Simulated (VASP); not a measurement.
# ZnS (Wurtzite-2H) (P6_3mc) in VASP: notebook

ZnS (Wurtzite-2H) is run at these levels: PBEsol; tasks: single point.

All numbers are computed with VASP 6.6.1; they aren't measurements. Logs are shortened: lines on timing, memory, paths and dates and some standing lists are left out, and cuts for length are marked.

**Measured values to compare with.**

From a printed reference work, monograph, for a bulk crystal of ZnS at 4 K: band gap 3.911 eV (direct).

The results are compared with them further down.

### Step 1. The cell of the first run

Symmetry: P6_3mc, No. 186, hexagonal system. The conventional cell has a = 3.811 Å, b = 3.811 Å, c = 6.234 Å, α = 90.00°, β = 90.00°, γ = 120.00°. Zn (site symmetry 3m) has 4 S at 2.31 to 2.40 Å within 3.1 Å. Within 3.1 Å of S (site symmetry 3m) lie 4 Zn at 2.31 to 2.40 Å.

### Step 2. Single point, PBEsol

INCAR

```
ALGO = Normal
EDIFF = 1E-6
ENCUT = 520
GGA = PS
ISIF = 2
ISMEAR = -1
LASPH = T
LCHARG = F
LREAL = F
LWAVE = F
NBANDS = 26
NELM = 60
PREC = Accurate
SIGMA = 0.05
```

KPOINTS

```
k-points
0
Gamma
  7 7 4
```

POSCAR

```
ZnS
1.0
    3.8110000000      0.0000000000      0.0000000000
   -1.9055000000      3.3004228138      0.0000000000
    0.0000000000      0.0000000000      6.2340000000
Zn S
2 2
Direct
    0.6666666667      0.3333333333      0.5000000000
    0.3333333333      0.6666666667      0.0000000000
    0.6666666667      0.3333333333      0.8850000000
    0.3333333333      0.6666666667      0.3850000000
```

Potentials or basis: VASP PAW PBE potentials, release 64 (Zn, S).

On the command line:

```console
cat potpaw_PBE.64/Zn/POTCAR potpaw_PBE.64/S/POTCAR > POTCAR
mpirun -np 1 vasp_std > vasp.out
```

OUTCAR:

```text
EDIFF = 1E-6
   ENCUT = 520
   GGA = PS
   ISIF = 2
   ISMEAR = -1
   LASPH = T
   LREAL = F
   NELM = 60
   PREC = Accurate

 ion  position               nearest neighbor table
   1  0.667  0.333  0.500-   4 2.31   4 2.31   4 2.31   3 2.40
   2  0.333  0.667  0.000-   3 2.31   3 2.31   3 2.31   4 2.40
   3  0.667  0.333  0.885-   2 2.31   2 2.31   2 2.31   1 2.40
   4  0.333  0.667  0.385-   1 2.31   1 2.31   1 2.31   2 2.40

  LATTYP: Found a hexagonal cell.
 ALAT       =     3.8110000000
 C/A-ratio  =     1.6357911309

  Lattice vectors:

 A1 = (   3.8110000000,   0.0000000000,   0.0000000000)
 A2 = (  -1.9055000000,   3.3004228138,   0.0000000000)
 A3 = (   0.0000000000,   0.0000000000,   6.2340000000)

Analysis of symmetry for initial positions (statically):
=====================================================================
 Subroutine PRICEL returns:
 Original cell was already a primitive cell.

 Routine SETGRP: Setting up the symmetry group for a
 hexagonal supercell.

 Subroutine GETGRP returns: Found 12 space group operations
 (whereof  6 operations were pure point group operations)
 out of a pool of 24 trial point group operations.

The static configuration has the point symmetry C_3v.
 The point group associated with its full space group is C_6v.

Analysis of symmetry for dynamics (positions and initial velocities):
=====================================================================
 Subroutine PRICEL returns:
 Original cell was already a primitive cell.

 Routine SETGRP: Setting up the symmetry group for a
 hexagonal supercell.

 Subroutine GETGRP returns: Found 12 space group operations
 (whereof  6 operations were pure point group operations)
 out of a pool of 24 trial point group operations.

The dynamic configuration has the point symmetry C_3v.
 The point group associated with its full space group is C_6v.

 Subroutine INISYM returns: Found 12 space group operations
 (whereof  6 operations are pure point group operations),
 and found     1 'primitive' translations

----------------------------------------------------------------------------------------

                                     Primitive cell

  volume of cell :      78.4107

  direct lattice vectors                    reciprocal lattice vectors
[... 86 lines left out ...]
   LSORBIT =      F    spin-orbit coupling
   LASPH  =      T    aspherical Exc in radial PAW
   ENCUT  =  520.0 eV  38.22 Ry    6.18 a.u.   7.09  7.09 11.59*2*pi/ulx,y,z
   NELM   =     60;   NELMIN=  2; NELMDL= -5     # of ELM steps
   EDIFF  = 0.1E-05   stopping-criterion for ELM
   LREAL  =      F    real-space projection
   EDIFFG = 0.1E-04   stopping-criterion for IOM
   NSW    =      0    number of steps for IOM
   IBRION =     -1    ionic relax: 0-MD 1-quasi-New 2-CG
   NFREE  =      0    steps in history (QN), initial steepest desc. (CG)
   ISIF   =      2    stress and relaxation
   ISYM   =      2    0-nonsym 1-usesym 2-fastsym
   POTIM  = 0.5000    time-step for ionic-motion
   TEBEG  =    0.0;   TEEND  =   0.0 temperature during run
   PSTRESS=    0.0 pullay stress
   NELECT =      36.0000    total number of electrons
   NUPDOWN=      -1.0000    fix difference up-down
   EMIN   =  10.00;   EMAX   =-10.00  energy-range for DOS
   EFERMI =   0.00;   METHOD = LEGACY
   ISMEAR =    -1;   SIGMA  =   0.05  broadening in eV -4-tet -1-fermi 0-gaus
   EFERMI_NEDOS =   21; number of points for ismear=-14 and -15
   IALGO  =     38    algorithm
   IMIX   =      4    mixing-type and parameters
     AMIX     =   0.40;   BMIX     =  1.00
     AMIX_MAG =   1.60;   BMIX_MAG =  1.00
  volume/ion in A,a.u.               =      19.60       132.29
  Fermi-wavevector in a.u.,A,eV,Ry     =   1.262943  2.386617 21.701647  1.595026
  Thomas-Fermi vector in A             =   2.396326
   LORBIT       =      0    0 simple, 1 ext, 2 COOP (PROOUT), +10 PAW based schemes
   GGA     = PS    functional components
   LHFCALC =     F    Hartree Fock is set to
   AEXX    =    0.0000 exact exchange contribution
   IVDW    =     0    specifies the selected vdW correction
   LEPSILON=     F    determine dielectric tensor
   LRPA    =     F    only Hartree local field effects (RPA)
 non-spin polarized calculation
  energy-cutoff  :      520.00
  volume of cell :       78.41
 maximum number of plane-waves:      2126
   NGX = 15   NGY = 15   NGZ = 23

 number of electron      35.9999977 magnetization

 Free energy of the ion-electron system (eV)
  ---------------------------------------------------
  ext. energy  EPLUGINS =         0.00000000
  ---------------------------------------------------
  free energy    TOTEN  =       -15.14082354 eV

  energy without entropy =      -15.14082354  energy(sigma->0) =      -15.14082354

 E-fermi :   3.0843     XC(G=0):  -9.8695

 val. band max:        2.0704712236   @ k =   0.0000   0.0000   0.0000
 cond. band min:       4.1859319597   @ k =   0.0000   0.0000   0.0000
 fundamental gap:      2.1154607361
 Fermi energy:         3.0843438325

 k-point     1 :       0.0000    0.0000    0.0000
  band No.  band energies     occupation
      1     -11.1390      2.00000
      2     -10.1978      2.00000
      3      -4.3330      2.00000
      4      -4.3330      2.00000
      5      -4.2694      2.00000
      6      -4.2694      2.00000
[... 685 lines left out ...]
     25      11.0048      0.00000
     26      11.0048      0.00000

------------------------ aborting loop because EDIFF is reached ----------------------------------------

  FORCE on cell =-STRESS in cart. coord.  units (eV):
  Direction    XX          YY          ZZ          XY          YZ          ZX
  --------------------------------------------------------------------------------------
  -------------------------------------------------------------------------------------
  Total       -0.2357107     -0.2357107     -1.1466584      0.0000000      0.0000000      0.0000000
  in kB       -4.8163103     -4.8163103    -23.4298384      0.0000000      0.0000000      0.0000000
  external PRESSURE =     -11.0208197 kB  Pullay stress =       0.0000000 kB

 VOLUME and BASIS-vectors are now :
 -----------------------------------------------------------------------------
  energy-cutoff  :      520.00
  volume of cell :       78.41
      direct lattice vectors                 reciprocal lattice vectors
     3.811000000  0.000000000  0.000000000     0.262398321  0.151495741  0.000000000
    -1.905500000  3.300422814  0.000000000     0.000000000  0.302991482  0.000000000
     0.000000000  0.000000000  6.234000000     0.000000000  0.000000000  0.160410651

 POSITION                                       TOTAL-FORCE (eV/Angst)
 -----------------------------------------------------------------------------------
      1.90550      1.10014      3.11700        -0.000000     -0.000000      0.309044
     -0.00000      2.20028      0.00000         0.000000      0.000000      0.309044
      1.90550      1.10014      5.51709         0.000000      0.000000     -0.309044
     -0.00000      2.20028      2.40009         0.000000      0.000000     -0.309044
 -----------------------------------------------------------------------------------
    total drift:                               -0.000000     -0.000000     -0.000128

  FREE ENERGIE OF THE ION-ELECTRON SYSTEM (eV)
  ---------------------------------------------------
  free  energy   TOTEN  =       -15.1408235415 eV

  energy  without entropy=      -15.1408235415  energy(sigma->0) =      -15.14082354
```

OSZICAR:

```text
N       E                     dE             d eps       ncg     rms          rms(c)
DAV:   1     0.245040672113E+03    0.24504E+03   -0.17059E+04  1248   0.167E+03
DAV:   2     0.946479813097E+01   -0.23558E+03   -0.22485E+03  1282   0.350E+02
DAV:   3    -0.153344387739E+02   -0.24799E+02   -0.24535E+02  1492   0.113E+02
DAV:   4    -0.159463407766E+02   -0.61190E+00   -0.61056E+00  1416   0.178E+01
DAV:   5    -0.159558284899E+02   -0.94877E-02   -0.94844E-02  1510   0.222E+00    0.960E+00
DAV:   6    -0.151523200719E+02    0.80351E+00   -0.17747E+00  1704   0.401E+01    0.737E+00
DAV:   7    -0.151501450852E+02    0.21750E-02   -0.11798E+00  1328   0.667E+00    0.325E+00
DAV:   8    -0.151409645274E+02    0.91806E-02   -0.29546E-02  1630   0.177E+00    0.843E-01
DAV:   9    -0.151406025567E+02    0.36197E-03   -0.93331E-03  1670   0.147E+00    0.211E-01
DAV:  10    -0.151406998363E+02   -0.97280E-04   -0.54388E-04  1534   0.309E-01    0.108E-01
DAV:  11    -0.151408235368E+02   -0.12370E-03   -0.19478E-04  1310   0.946E-02    0.473E-02
DAV:  12    -0.151408214314E+02    0.21054E-05   -0.92476E-06  1566   0.656E-02    0.919E-03
DAV:  13    -0.151408237988E+02   -0.23674E-05   -0.50443E-06  1306   0.111E-02    0.329E-03
DAV:  14    -0.151408235415E+02    0.25723E-06   -0.29281E-07   758   0.935E-03
   1 F= -.15140824E+02 E0= -.15140824E+02  d E =-.573178E-10
```

stdout:

```text
POSCAR found type information on POSCAR ZnS
 POSCAR found :  2 types and       4 ions
 scaLAPACK will be used
 -----------------------------------------------------------------------------
|                                                                             |
|                                                                             |
|     You enforced a specific xc type in the INCAR file but a different       |
|     I HOPE YOU KNOW WHAT YOU ARE DOING!                                     |
|                                                                             |
 -----------------------------------------------------------------------------

 LDA part: xc-table for (Slater+PW92), standard interpolation
 POSCAR, INCAR and KPOINTS ok, starting setup
 FFT: planning ... GRIDC
 FFT: planning ... GRID_SOFT
 FFT: planning ... GRID
 WAVECAR not read
 entering main loop
```

It took 34 s on 1 thread of Intel Xeon Platinum 8259CL at 2.50GHz (Skylake/Cascade Lake), shared host; peak memory 0.2 GiB.

What came out:

```
Free energy            : -15.1408 eV
Pressure               : -1.1 GPa
Largest force          : 0.309 eV/Å
Band gap on the k mesh : 2.12 eV, direct
```

Forces on the atoms (eV/Å):
```
Zn   0.000  0.000  0.309
Zn   0.000  0.000  0.309
S    0.000  0.000 -0.309
S    0.000  0.000 -0.309
```

Stress tensor (GPa, compression positive):
```
-0.48  0.00  0.00
 0.00 -0.48  0.00
 0.00  0.00 -2.34
```

Levels at points of the mesh, in eV from the valence-band top:
```
           k point  band 15  band 16  band 17  band 18  band 19  band 20  band 21  band 22
(0.00, 0.00, 0.00)    -0.87    -0.01    -0.01     0.00     2.12     2.88     6.21     6.21
(0.00, 0.00, 0.50)    -0.46    -0.46    -0.46    -0.46     3.40     3.40     6.64     6.64
```

Caveat: the PAW data sets were made with another functional, which shifts forces and pressure a little.

### Step 3. Single point, PBEsol

INCAR

```
SYSTEM = ZnS
ALGO = Normal
EDIFF = 1E-6
ENCUT = 520
GGA = PS
ISIF = 2
ISMEAR = -1
LASPH = .TRUE.
LCHARG = .FALSE.
LREAL = .FALSE.
LWAVE = .FALSE.
NBANDS = 26
NELM = 80
PREC = Accurate
SIGMA = 0.05
```

KPOINTS

```
k-points
0
G
  9 9 5
  0 0 0
```

POSCAR is that of step 2.

Potentials or basis: VASP PAW PBE potentials, release 64 (Zn, S).

On the command line:

```console
cat potpaw_PBE.64/Zn/POTCAR potpaw_PBE.64/S/POTCAR > POTCAR
mpirun -np 1 vasp_std > vasp.out
```

OUTCAR:

```text
SYSTEM = ZnS
   EDIFF = 1E-6
   ENCUT = 520
   GGA = PS
   ISIF = 2
   ISMEAR = -1
   LASPH = .TRUE.
   LREAL = .FALSE.
   NELM = 80
   PREC = Accurate

 ion  position               nearest neighbor table
   1  0.667  0.333  0.500-   4 2.31   4 2.31   4 2.31   3 2.40
   2  0.333  0.667  0.000-   3 2.31   3 2.31   3 2.31   4 2.40
   3  0.667  0.333  0.885-   2 2.31   2 2.31   2 2.31   1 2.40
   4  0.333  0.667  0.385-   1 2.31   1 2.31   1 2.31   2 2.40

  LATTYP: Found a hexagonal cell.
 ALAT       =     3.8110000000
 C/A-ratio  =     1.6357911309

  Lattice vectors:

 A1 = (   3.8110000000,   0.0000000000,   0.0000000000)
 A2 = (  -1.9055000000,   3.3004228138,   0.0000000000)
 A3 = (   0.0000000000,   0.0000000000,   6.2340000000)

Analysis of symmetry for initial positions (statically):
=====================================================================
 Subroutine PRICEL returns:
 Original cell was already a primitive cell.

 Routine SETGRP: Setting up the symmetry group for a
 hexagonal supercell.

 Subroutine GETGRP returns: Found 12 space group operations
 (whereof  6 operations were pure point group operations)
 out of a pool of 24 trial point group operations.
[... 163 lines left out ...]
  ---------------------------------------------------
  free energy    TOTEN  =       -15.14185261 eV

  energy without entropy =      -15.14185261  energy(sigma->0) =      -15.14185261

 E-fermi :   3.0810     XC(G=0):  -9.8697

 val. band max:        2.0700158207   @ k =   0.0000   0.0000   0.0000
 cond. band min:       4.1856388833   @ k =   0.0000   0.0000   0.0000
 fundamental gap:      2.1156230626
 Fermi energy:         3.0810129177

 k-point     1 :       0.0000    0.0000    0.0000
  band No.  band energies     occupation
      1     -11.1395      2.00000
      2     -10.1983      2.00000
      3      -4.3332      2.00000
      4      -4.3332      2.00000
      5      -4.2696      2.00000
      6      -4.2696      2.00000
[... 685 lines left out ...]
     25      12.0362      0.00000
     26      12.1721      0.00000

 [... further k-points ...]
[... 5 lines left out ...]
  --------------------------------------------------------------------------------------
  -------------------------------------------------------------------------------------
  Total       -0.2395158     -0.2395158     -1.1426966      0.0000000      0.0000000      0.0000000
  in kB       -4.8940610     -4.8940610    -23.3488864      0.0000000      0.0000000      0.0000000
  external PRESSURE =     -11.0456695 kB  Pullay stress =       0.0000000 kB

 VOLUME and BASIS-vectors are now :
 -----------------------------------------------------------------------------
  energy-cutoff  :      520.00
  volume of cell :       78.41
      direct lattice vectors                 reciprocal lattice vectors
     3.811000000  0.000000000  0.000000000     0.262398321  0.151495741  0.000000000
    -1.905500000  3.300422814  0.000000000     0.000000000  0.302991482  0.000000000
     0.000000000  0.000000000  6.234000000     0.000000000  0.000000000  0.160410651

 POSITION                                       TOTAL-FORCE (eV/Angst)
 -----------------------------------------------------------------------------------
      1.90550      1.10014      3.11700        -0.000000     -0.000000      0.308596
     -0.00000      2.20028      0.00000         0.000000      0.000000      0.308596
      1.90550      1.10014      5.51709         0.000000      0.000000     -0.308596
     -0.00000      2.20028      2.40009         0.000000     -0.000000     -0.308596
 -----------------------------------------------------------------------------------
    total drift:                               -0.000000     -0.000000     -0.000121

  FREE ENERGIE OF THE ION-ELECTRON SYSTEM (eV)
  ---------------------------------------------------
  free  energy   TOTEN  =       -15.1418526098 eV

  energy  without entropy=      -15.1418526097  energy(sigma->0) =      -15.14185261
```

stdout:

```text
POSCAR found type information on POSCAR ZnS
 POSCAR found :  2 types and       4 ions
 scaLAPACK will be used
 -----------------------------------------------------------------------------
|                                                                             |
|                                                                             |
|     You enforced a specific xc type in the INCAR file but a different       |
|     I HOPE YOU KNOW WHAT YOU ARE DOING!                                     |
|                                                                             |
 -----------------------------------------------------------------------------

 LDA part: xc-table for (Slater+PW92), standard interpolation
 POSCAR, INCAR and KPOINTS ok, starting setup
 FFT: planning ... GRIDC
 FFT: planning ... GRID_SOFT
 FFT: planning ... GRID
 WAVECAR not read
 entering main loop
```

Run time: 50 s. Hardware: 1 thread of Intel Xeon Platinum 8259CL at 2.50GHz (Skylake/Cascade Lake), shared host; peak memory 0.21 GiB.

What came out:

| Quantity | Value |
| --- | --- |
| Free energy | -15.1419 eV |
| Pressure | -1.1 GPa |
| Largest force | 0.309 eV/Å |
| Band gap on the k mesh | 2.12 eV, direct |

Forces on the atoms (eV/Å):
```
Zn   0.000  0.000  0.309
Zn   0.000  0.000  0.309
S    0.000  0.000 -0.309
S    0.000  0.000 -0.309
```

Stress tensor (GPa, compression positive):
```
-0.49  0.00  0.00
 0.00 -0.49  0.00
 0.00  0.00 -2.33
```

Levels at points of the mesh, in eV from the valence-band top:
```
           k point  band 14  band 15  band 16  band 17  band 18  band 19  band 20  band 21  band 22  band 23
(0.00, 0.00, 0.00)    -0.87    -0.87    -0.01    -0.01     0.00     2.12     2.88     6.21     6.21     6.52
```

Caveat: the PAW data sets were made with another functional, which shifts forces and pressure a little.

### Step 4. How close it comes

Step 2. Against the measured gap of ZnS, 3.911 eV (direct; 4 K; a printed reference work, monograph), the calculated 2.12 eV is off by -1.80 eV. The value is that of PBEsol, without temperature or zero-point motion. Semilocal functionals fall short of measured gaps as a rule.

Step 3. A measured gap of ZnS is 3.911 eV (direct; 4 K; a printed reference work, monograph); the calculated 2.12 eV misses it by -1.80 eV. The value is that of PBEsol, without temperature or zero-point motion. Semilocal functionals fall short of measured gaps as a rule.
